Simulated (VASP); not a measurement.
A run of VASP 6.6.1 is set up as follows.

run.py

```python
from ase import Atoms
from ase.calculators.vasp import Vasp
from ase.dft.bandgap import bandgap

atoms = Atoms(
    ['Zr', 'Zr'],
    cell=[[3.232, 0.0, 0.0], [-1.616, 2.798994105, 0.0], [0.0, 0.0, 5.147]],
    scaled_positions=[[0.6666666667, 0.3333333333, 0.75], [0.3333333333, 0.6666666667, 0.25]],
    pbc=True,
)
calc = Vasp(
    directory='calc',
    xc='pbe',
    pp='PBE',
    setups='recommended',
    prec='Accurate',
    encut=520,
    ediff=1e-07,
    ismear=0,
    sigma=0.02,
    lreal=False,
    lasph=True,
    nelm=100,
    algo='Normal',
    isif=2,
    lwave=False,
    lcharg=False,
    kpts=[9, 9, 5],
    gamma=True,
    nbands=19,
)
atoms.calc = calc

print('energy (eV):', atoms.get_potential_energy())
print('free energy (eV):', atoms.get_potential_energy(force_consistent=True))
print('forces (eV/A):')
print(atoms.get_forces())
print('stress (eV/A^3, Voigt):', atoms.get_stress())
print('Fermi level (eV):', calc.get_fermi_level())
gap, top, bottom = bandgap(calc)
print('band gap (eV):', gap, 'from (spin, k, band)', top, 'to', bottom)
```

Potentials or basis: VASP PAW PBE potentials, release 64 (Zr_sv).

Command:

```sh
$ python run.py
```

Problem. What does it give for the pressure?

Solution. 0.6 GPa.

Problem. Predict the band gap on the k mesh.

Solution. None (metal or under the smearing width).

Stress tensor (GPa, compression positive):
```
0.23 0.00 0.00
0.00 0.23 0.00
0.00 0.00 1.33
```
